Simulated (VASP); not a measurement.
# TiSe2 in VASP: further runs

The runs below take TiSe2 through band structure, with r2SCAN, LDA.

The COD entry that gives the cell may itself be a prediction, so a difference from it is no test against experiment.

All numbers are computed with VASP 6.6.1; they aren't measurements. Logs are shortened: lines on timing, memory, paths and dates and some standing lists are left out, and cuts for length are marked.

### Step 1. The structure

The cell holds a slab with vacuum, 9 atoms: a = 3.478 Å, b = 3.478 Å, c = 33.072 Å, α = 90.00°, β = 90.00°, γ = 120.00°.

### Step 2. Band structure, r2SCAN

INCAR

```
SYSTEM = TiSe2
PREC = Accurate
ENCUT = 520
EDIFF = 1E-7
ISMEAR = 0
SIGMA = 0.03
LREAL = .False.
LASPH = .True.
NELM = 120
ALGO = All
ISIF = 2
LWAVE = .False.
LCHARG = .False.
LMAXMIX = 4
LDIPOL = .True.
IDIPOL = 3
DIPOL = 0.5 0.5 0.500
METAGGA = R2SCAN
LMIXTAU = .True.
NBANDS = 46
LVHAR = .True.
LVACPOTAV = .True.
AMIN = 0.01
KPAR = 4
```

KPOINTS

```
regular mesh
0
Gamma
  12 12 1
  0 0 0
```

POSCAR

```
TiSe2                                   
1.0
    3.4779003157      0.0000000000      0.0000000000
   -1.7389501579      3.0119500274      0.0000000000
    0.0000000000      0.0000000000     33.0724416000
  Se              Ti            
     6     3
Direct
     0.6666666699999979    0.3333333300000021    0.2735084984591098
     0.3333333300000021    0.6666666699999979    0.3681554178681544
     0.6666666699999979    0.3333333300000021    0.4528888573112549
     0.3333333300000021    0.6666666699999979    0.5471111426887449
     0.6666666699999979    0.3333333300000021    0.6318445821318457
     0.3333333300000021    0.6666666699999979    0.7264915015408903
     1.0000000000000000    1.0000000000000000    0.3211478460619794
     1.0000000000000000    0.0000000000000000    0.5000000000000000
     1.0000000000000000    0.0000000000000000    0.6788521539380206
```

KPOINTS_OPT

```
explicit points
67
Reciprocal
 0.0000000000  0.0000000000  0.0000000000 1
 0.0357142900  0.0000000000  0.0000000000 1
 0.0714285700  0.0000000000  0.0000000000 1
 0.1071428600  0.0000000000  0.0000000000 1
 0.1428571400  0.0000000000  0.0000000000 1
 0.1785714300  0.0000000000  0.0000000000 1
 0.2142857100  0.0000000000  0.0000000000 1
 0.2500000000  0.0000000000  0.0000000000 1
 0.2857142900  0.0000000000  0.0000000000 1
 0.3214285700  0.0000000000  0.0000000000 1
 0.3571428600  0.0000000000  0.0000000000 1
 0.3928571400  0.0000000000  0.0000000000 1
 0.4285714300  0.0000000000  0.0000000000 1
 0.4642857100  0.0000000000  0.0000000000 1
 0.5000000000  0.0000000000  0.0000000000 1
 0.4791666700  0.0416666700  0.0000000000 1
 0.4583333300  0.0833333300  0.0000000000 1
 0.4375000000  0.1250000000  0.0000000000 1
 0.4166666700  0.1666666700  0.0000000000 1
 0.3958333300  0.2083333300  0.0000000000 1
 0.3750000000  0.2500000000  0.0000000000 1
 0.3541666700  0.2916666700  0.0000000000 1
 0.3333333300  0.3333333300  0.0000000000 1
 0.3137254900  0.3137254900  0.0000000000 1
 0.2941176500  0.2941176500  0.0000000000 1
 0.2745098000  0.2745098000  0.0000000000 1
 0.2549019600  0.2549019600  0.0000000000 1
 0.2352941200  0.2352941200  0.0000000000 1
 0.2156862700  0.2156862700  0.0000000000 1
 0.1960784300  0.1960784300  0.0000000000 1
 0.1764705900  0.1764705900  0.0000000000 1
 0.1568627500  0.1568627500  0.0000000000 1
 0.1372549000  0.1372549000  0.0000000000 1
 0.1176470600  0.1176470600  0.0000000000 1
 0.0980392200  0.0980392200  0.0000000000 1
 0.0784313700  0.0784313700  0.0000000000 1
 0.0588235300  0.0588235300  0.0000000000 1
 0.0392156900  0.0392156900  0.0000000000 1
 0.0196078400  0.0196078400  0.0000000000 1
 0.0000000000  0.0000000000  0.0000000000 1
 0.0000000000  0.0000000000  0.0000000000 1
 0.0067532600 -0.0033766300  0.0000000000 1
-0.0067532600  0.0033766300  0.0000000000 1
 0.0196970200 -0.0098485100  0.0000000000 1
-0.0196970200  0.0098485100  0.0000000000 1
 0.0000000000  0.0058485000  0.0000000000 1
-0.0000000000 -0.0058485000  0.0000000000 1
 0.0000000000  0.0170581200  0.0000000000 1
-0.0000000000 -0.0170581200  0.0000000000 1
 0.5000000000  0.0000000000  0.0000000000 1
 0.5067532600 -0.0033766300  0.0000000000 1
 0.4932467400  0.0033766300  0.0000000000 1
 0.5196970200 -0.0098485100  0.0000000000 1
 0.4803029800  0.0098485100  0.0000000000 1
 0.5000000000  0.0058485000  0.0000000000 1
 0.5000000000 -0.0058485000  0.0000000000 1
 0.5000000000  0.0170581200  0.0000000000 1
 0.5000000000 -0.0170581200  0.0000000000 1
 0.3333333300  0.3333333300  0.0000000000 1
 0.3400865900  0.3299567000  0.0000000000 1
 0.3265800700  0.3367099600  0.0000000000 1
 0.3530303500  0.3234848200  0.0000000000 1
 0.3136363100  0.3431818400  0.0000000000 1
 0.3333333300  0.3391818300  0.0000000000 1
 0.3333333300  0.3274848300  0.0000000000 1
 0.3333333300  0.3503914500  0.0000000000 1
 0.3333333300  0.3162752100  0.0000000000 1
```

Potentials or basis: VASP PAW PBE potentials, release 64 (Se, Ti_sv).

Run with:

```sh
> cat potpaw_PBE.64/Se/POTCAR potpaw_PBE.64/Ti_sv/POTCAR > POTCAR
> mpirun -np 4 vasp_std > vasp.out
```

OUTCAR:

```text
SYSTEM = TiSe2
   PREC = Accurate
   ENCUT = 520
   EDIFF = 1E-7
   ISMEAR = 0
   LREAL = .False.
   LASPH = .True.
   NELM = 120
   ISIF = 2
   METAGGA = R2SCAN

 ion  position               nearest neighbor table
   1  0.667  0.333  0.274-   7 2.55   7 2.55   7 2.55
   2  0.333  0.667  0.368-   7 2.54   7 2.54   7 2.54
   3  0.667  0.333  0.453-   8 2.54   8 2.54   8 2.54
   4  0.333  0.667  0.547-   8 2.54   8 2.54   8 2.54
   5  0.667  0.333  0.632-   9 2.54   9 2.54   9 2.54
   6  0.333  0.667  0.726-   9 2.55   9 2.55   9 2.55
   7  0.000  0.000  0.321-   2 2.54   2 2.54   2 2.54   1 2.55   1 2.55   1 2.55
   8  0.000  0.000  0.500-   3 2.54   4 2.54   3 2.54   4 2.54   3 2.54   4 2.54
   9  0.000  0.000  0.679-   5 2.54   5 2.54   5 2.54   6 2.55   6 2.55   6 2.55

  LATTYP: Found a hexagonal cell.
 ALAT       =     3.4779003157
 C/A-ratio  =     9.5093126881

  Lattice vectors:

 A1 = (   3.4779003157,   0.0000000000,   0.0000000000)
 A2 = (  -1.7389501579,   3.0119500274,   0.0000000000)
 A3 = (   0.0000000000,   0.0000000000,  33.0724416000)

Analysis of symmetry for initial positions (statically):
=====================================================================
 Subroutine PRICEL returns:
 Original cell was already a primitive cell.

 Routine SETGRP: Setting up the symmetry group for a
 hexagonal supercell.

 Subroutine GETGRP returns: Found 12 space group operations
 (whereof 12 operations were pure point group operations)
 out of a pool of 24 trial point group operations.

The static configuration has the point symmetry D_3d.

Analysis of symmetry for dynamics (positions and initial velocities):
=====================================================================
 Subroutine PRICEL returns:
 Original cell was already a primitive cell.

 Routine SETGRP: Setting up the symmetry group for a
 hexagonal supercell.

 Subroutine GETGRP returns: Found 12 space group operations
 (whereof 12 operations were pure point group operations)
 out of a pool of 24 trial point group operations.

The dynamic configuration has the point symmetry D_3d.

 Subroutine INISYM returns: Found 12 space group operations
 (whereof 12 operations are pure point group operations),
 and found     1 'primitive' translations

----------------------------------------------------------------------------------------

                                     Primitive cell

  volume of cell :     346.4425

  direct lattice vectors                    reciprocal lattice vectors
     3.477900316  0.000000000  0.000000000     0.287529805  0.166005410  0.000000000
    -1.738950158  3.011950027  0.000000000     0.000000000  0.332010821  0.000000000
     0.000000000  0.000000000 33.072441600     0.000000000  0.000000000  0.030236655

  length of vectors
     3.477900316  3.477900318 33.072441600     0.332010821  0.332010821  0.030236655

  position of ions in fractional coordinates (direct lattice)
     0.666666670  0.333333330  0.273508498
     0.333333330  0.666666670  0.368155418
     0.666666670  0.333333330  0.452888857
     0.333333330  0.666666670  0.547111143
     0.666666670  0.333333330  0.631844582
     0.333333330  0.666666670  0.726491502
     0.000000000  0.000000000  0.321147846
     0.000000000  0.000000000  0.500000000
     0.000000000  0.000000000  0.678852154

  ion indices of the primitive-cell ions
   primitive index   ion index
                 1           1
                 2           2
                 3           3
                 4           4
                 5           5
[... 27 lines left out ...]
 ===========================================

 Found     19 irreducible k-points:

 Following reciprocal coordinates:
            Coordinates               Weight
  0.000000  0.000000  0.000000      1.000000
  0.083333  0.000000  0.000000      6.000000
  0.166667  0.000000  0.000000      6.000000
  0.250000 -0.000000  0.000000      6.000000
  0.333333  0.000000  0.000000      6.000000
  0.416667 -0.000000  0.000000      6.000000
[... 11 lines left out ...]
  0.333333  0.250000  0.000000     12.000000
  0.333333  0.333333  0.000000      2.000000
   k-points           NKPTS =     19   k-points in BZ     NKDIM =     19   number of bands    NBANDS=     46
   number of dos      NEDOS =    301   number of ions     NIONS =      9
   total plane-waves  NPLWV = 196000
   dimension x,y,z NGX =    28 NGY =   28 NGZ =  250
   dimension x,y,z NGXF=    56 NGYF=   56 NGZF=  500
   ions per type =               6   3
   NGX,Y,Z   is equivalent  to a cutoff of  13.38, 13.38, 12.57 a.u.
   NGXF,Y,Z  is equivalent  to a cutoff of  26.77, 26.77, 25.13 a.u.
 SYSTEM =  TiSe2
   PREC   = accura    normal or accurate (medium, high low for compatibility)
   ISTART =      0    job   : 0-new  1-cont  2-samecut
   ICHARG =      2    charge: 1-file 2-atom 10-const
   ISPIN  =      1    spin polarized calculation?
   LNONCOLLINEAR =      F non collinear calculations
   LSORBIT =      F    spin-orbit coupling
   LASPH  =      T    aspherical Exc in radial PAW
   ENCUT  =  520.0 eV  38.22 Ry    6.18 a.u.   6.47  6.47 61.49*2*pi/ulx,y,z
   NELM   =    120;   NELMIN=  2; NELMDL= -5     # of ELM steps
   EDIFF  = 0.1E-06   stopping-criterion for ELM
   LREAL  =      F    real-space projection
   EDIFFG = 0.1E-05   stopping-criterion for IOM
   NSW    =      0    number of steps for IOM
   IBRION =     -1    ionic relax: 0-MD 1-quasi-New 2-CG
   NFREE  =      0    steps in history (QN), initial steepest desc. (CG)
   ISIF   =      2    stress and relaxation
   ISYM   =      2    0-nonsym 1-usesym 2-fastsym
   POTIM  = 0.5000    time-step for ionic-motion
   TEBEG  =    0.0;   TEEND  =   0.0 temperature during run
   PSTRESS=    0.0 pullay stress
   NELECT =      72.0000    total number of electrons
   NUPDOWN=      -1.0000    fix difference up-down
   EMIN   =  10.00;   EMAX   =-10.00  energy-range for DOS
   EFERMI =   0.00;   METHOD = LEGACY
   ISMEAR =     0;   SIGMA  =   0.03  broadening in eV -4-tet -1-fermi 0-gaus
   EFERMI_NEDOS =   21; number of points for ismear=-14 and -15
   IALGO  =     58    algorithm
   IMIX   =      4    mixing-type and parameters
     AMIX     =   0.40;   BMIX     =  1.00
     AMIX_MAG =   1.60;   BMIX_MAG =  1.00
  volume/ion in A,a.u.               =      38.49       259.77
  Fermi-wavevector in a.u.,A,eV,Ry     =   0.969710  1.832486 12.794072  0.940338
  Thomas-Fermi vector in A             =   2.099785
   LORBIT       =      0    0 simple, 1 ext, 2 COOP (PROOUT), +10 PAW based schemes
   METAGGA = R2SCAN    functional components
   LHFCALC =     F    Hartree Fock is set to
   AEXX    =    0.0000 exact exchange contribution
   IVDW    =     0    specifies the selected vdW correction
   LEPSILON=     F    determine dielectric tensor
   LRPA    =     F    only Hartree local field effects (RPA)
 non-spin polarized calculation
 Gauss-broadening in eV      SIGMA  =   0.03
  energy-cutoff  :      520.00
  volume of cell :      346.44
 maximum number of plane-waves:      9435
 NGX is ok and might be reduce to    28
   NGX = 13   NGY = 13   NGZ =123

 dipolmoment           0.000000      0.000000     -0.000000 electrons x Angstroem

 number of electron      72.0000012 magnetization

 dipolmoment           0.000000      0.000000      0.000000 electrons x Angstroem

 Free energy of the ion-electron system (eV)
  ---------------------------------------------------
  ext. energy  EPLUGINS =         0.00000000
  ---------------------------------------------------
  free energy    TOTEN  =      -136.20646213 eV

  energy without entropy =     -136.20542226  energy(sigma->0) =     -136.20594219

 E-fermi :   0.2371     XC(G=0):  -6.0375

 val. band max:        0.2331310978   @ k =   0.0833   0.0000   0.0000
 cond. band min:       0.2778814163   @ k =   0.5000  -0.0000   0.0000
 fundamental gap:      0.0447503185
 Fermi energy:         0.2370964035

 k-point     1 :       0.0000    0.0000    0.0000
  band No.  band energies     occupation
      1     -59.8271      2.00000
      2     -59.8271      2.00000
      3     -59.8065      2.00000
      4     -35.0077      2.00000
      5     -35.0077      2.00000
      6     -34.9916      2.00000
[... 920 lines left out ...]
     45       2.0153      0.00000
     46       3.0107      0.00000

------------------------ aborting loop because EDIFF is reached ----------------------------------------

 vacuum level on the upper side and lower side of the slab       (xc-potential included)        -0.013        -0.013

  FORCE on cell =-STRESS in cart. coord.  units (eV):
  Direction    XX          YY          ZZ          XY          YZ          ZX
  --------------------------------------------------------------------------------------
  -------------------------------------------------------------------------------------
  Total        4.1776491      4.1776491      0.5757507     -0.0000000      0.0000000      0.0000000
  in kB       19.3201900     19.3201900      2.6626490     -0.0000000      0.0000000      0.0000000
  external PRESSURE =      13.7676763 kB  Pullay stress =       0.0000000 kB

 VOLUME and BASIS-vectors are now :
 -----------------------------------------------------------------------------
  energy-cutoff  :      520.00
  volume of cell :      346.44
      direct lattice vectors                 reciprocal lattice vectors
     3.477900316  0.000000000  0.000000000     0.287529805  0.166005410  0.000000000
    -1.738950158  3.011950027  0.000000000     0.000000000  0.332010821  0.000000000
     0.000000000  0.000000000 33.072441600     0.000000000  0.000000000  0.030236655

 POSITION                                       TOTAL-FORCE (eV/Angst)
 -----------------------------------------------------------------------------------
      1.73895      1.00398      9.04559        -0.000000      0.000000      0.179968
     -0.00000      2.00797     12.17580        -0.000000      0.000000     -0.339729
      1.73895      1.00398     14.97814         0.000000      0.000000      0.288136
     -0.00000      2.00797     18.09430        -0.000000     -0.000000     -0.288136
      1.73895      1.00398     20.89664         0.000000     -0.000000      0.339729
     -0.00000      2.00797     24.02685         0.000000      0.000000     -0.179968
      0.00000      0.00000     10.62114        -0.000000      0.000000     -0.104698
      0.00000      0.00000     16.53622        -0.000000      0.000000      0.000000
      0.00000      0.00000     22.45130        -0.000000     -0.000000      0.104698
 -----------------------------------------------------------------------------------
    total drift:                               -0.000000      0.000000      0.000000

  FREE ENERGIE OF THE ION-ELECTRON SYSTEM (eV)
  ---------------------------------------------------
  free  energy   TOTEN  =      -136.2064621257 eV

  energy  without entropy=     -136.2054219896  energy(sigma->0) =     -136.20594206

 vacuum level on the upper side and lower side of the slab         5.723         5.723
```

Wall time 19 min (4 MPI ranks of Intel Xeon 6975P-C (Granite Rapids), shared host); peak memory 0.94 GiB.

What came out:

* Free energy: -136.2065 eV
* Largest force: 0.340 eV/Å
* Band gap along the path: none (metal or under the smearing width)
* Work function of the upper face: 5.49 eV
* Work function of the lower face: 5.49 eV

Forces in eV/Å, atoms in the order of the input:
```
Se   0.000  0.000  0.180
Se   0.000  0.000 -0.340
Se   0.000  0.000  0.288
Se   0.000  0.000 -0.288
Se   0.000  0.000  0.340
Se   0.000  0.000 -0.180
Ti   0.000  0.000 -0.105
Ti   0.000  0.000  0.000
Ti   0.000  0.000  0.105
```

Caveat: the PAW data sets were made with another functional, which shifts forces and pressure a little.

### Step 3. Band structure, LDA

INCAR

```
SYSTEM = TiSe2
PREC = Accurate
ENCUT = 520
EDIFF = 1E-7
ISMEAR = 0
SIGMA = 0.03
LREAL = .False.
LASPH = .True.
NELM = 80
ALGO = Fast
ISIF = 2
LWAVE = .False.
LCHARG = .False.
LMAXMIX = 4
LDIPOL = .True.
IDIPOL = 3
DIPOL = 0.5 0.5 0.500
NBANDS = 46
LVHAR = .True.
LVACPOTAV = .True.
KPAR = 4
```

KPOINTS is that of step 2.

POSCAR is that of step 2.

KPOINTS_OPT is that of step 2.

Potentials or basis: VASP PAW LDA potentials, release 64 (Se, Ti_sv).

Run with:

```sh
> cat potpaw_LDA.64/Se/POTCAR potpaw_LDA.64/Ti_sv/POTCAR > POTCAR
> mpirun -np 4 vasp_std > vasp.out
```

Wall time 6.5 min (4 MPI ranks of Intel Xeon 6975P-C (Granite Rapids), shared host); peak memory 0.63 GiB.

The run converged. Its results:

| Item | Value |
| --- | --- |
| Free energy | -60.7286 eV |
| Largest force | 0.432 eV/Å |
| Band gap along the path | none (metal or under the smearing width) |
| Work function of the upper face | 5.63 eV |
| Work function of the lower face | 5.63 eV |

Forces in eV/Å, atoms in the order of the input:
```
Se   0.000  0.000  0.432
Se   0.000  0.000 -0.338
Se   0.000  0.000  0.319
Se   0.000  0.000 -0.319
Se   0.000  0.000  0.338
Se   0.000  0.000 -0.432
Ti   0.000  0.000 -0.050
Ti   0.000  0.000  0.000
Ti   0.000  0.000  0.050
```

Levels at points of the mesh, in eV from the Fermi level:
```tsv
k point	band 34	band 35	band 36	band 37	band 38	band 39
(0.00, 0.00, 0.00)	0.52	0.53	0.53	0.54	0.54	0.63
(0.50, 0.00, 0.00)	-1.15	-0.93	-0.79	-0.18	-0.04	0.04
```
